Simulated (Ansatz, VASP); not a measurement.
## NiO in VASP and in Ansatz

File INCAR:

```
PREC = Accurate ; ENCUT = 520
EDIFF = 1E-7 ; ISMEAR = -1
SIGMA = 0.05 ; LREAL = F
LASPH = T ; NELM = 120
ALGO = Normal ; ISIF = 2
LWAVE = F ; LCHARG = T
ISPIN = 2 ; MAGMOM = 1 0
LORBIT = 11 ; LMAXMIX = 4
GGA = PE ; LELF = T
LVHAR = T ; NBANDS = 19
```

The input KPOINTS:

```
regular mesh
0
Gamma
  10 10 10
```

Contents of POSCAR:

```
NiO
1.0
    0.0000000000      2.2406300000      2.2406300000
    2.2406300000      0.0000000000      2.2406300000
    2.2406300000      2.2406300000      0.0000000000
Ni O
1 1
Direct
    0.0000000000      0.0000000000      0.0000000000
    0.7500000000      0.7500000000      0.7500000000
```

The input input.yaml:

```yaml
crystal:
  lattice:
    - [0.0, 2.24063, 2.24063]
    - [2.24063, 0.0, 2.24063]
    - [2.24063, 2.24063, 0.0]
  atoms:
    - { symbol: Ni, position: [0.0, 0.0, 0.0], spin: 1.0 }
    - { symbol: O, position: [0.75, 0.75, 0.75] }
hamiltonian:
  xc: pbe
  pseudopotentials: { kind: paw }
magnetization:
  spin_polarized: true
kpoints:
  mp_grid: { grid: [10, 10, 10] }
scf:
  occupations: { method: fermi_dirac, width: 0.05 }
output:
  forces: true
  stress: true
  eigenvalues: true
  write_density: true
  write_potential: true
  elf: true
  volumetric_format: npy
```

The cell was built by a generator and needn't be a form met in nature.

Alike in both runs: task single point; functional PBE; k mesh 10 × 10 × 10; occupations fermi-dirac, width 0.05 eV; collinear spin, ferromagnetic start.

```csv
,VASP,Ansatz
version,VASP 6.6.1,Ansatz 0.2.0
potentials or method,"VASP PAW PBE potentials, release 64 (Ni, O)",Ansatz PAW
plane-wave cutoff (eV),520,420
valence electrons in the cell,16,24
```

Ansatz gave:

```
gap on the k mesh at the Fermi level (eV)                     : none
pressure (GPa)                                                : 0.1
net moment per atom (μB)                                      : 0.97
size of the moment on the site where the two differ most (μB) : 1.46
```

What did VASP give for the same quantities?

gap on the k mesh at the Fermi level (eV): none; pressure (GPa): 0.3; net moment per atom (μB): 0.96; size of the moment on the site where the two differ most (μB): 1.50.

Site moments also hang on the region over which each program counts them. A gap of «none» marks a metal or a gap that the smearing closes. The two sets of potentials don't hold the same shells in valence.

Caveats: a cell with one magnetic atom can't hold antiferromagnetic order, which such compounds often take; semilocal functionals often make such compounds metallic where correlation or magnetic order opens a gap, which also shifts bond lengths; the pressure holds a Pulay correction of +0.6 GPa for the finite cutoff (Ansatz). With open d or f shells a metallic result of PBE can be an artefact of self-interaction; +U or a hybrid may open a gap.
